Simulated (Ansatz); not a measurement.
Crystal: Ba.

```
CELL_PARAMETERS angstrom
3.99965 0.00000 0.00000
0.00000 3.99965 0.00000
0.00000 0.00000 3.60554
ATOMIC_POSITIONS crystal
Ba 0.50000 0.50000 0.50000
```

This isn't the form of Ba at room conditions, which is bcc.

Base run:

* Program: Ansatz 0.2.0
* Functional: RPBE
* Potentials or basis: all-electron LAPW, scalar-relativistic
* Cutoff: 117 eV (chosen from the basis error)
* Basis error allowed: 0.001 eV/atom
* k mesh: 7 × 7 × 7
* Occupations: gaussian, width 0.02 eV
* Spin: no spin polarisation

Its results: pressure 1.3 GPa.

Problem. The run is repeated on the same cell with these changes: functional from RPBE to LDA. What comes out?

Solution. Pressure -1.0 GPa.

LDA binds more tightly than RPBE, so the same cell stands under less pressure.
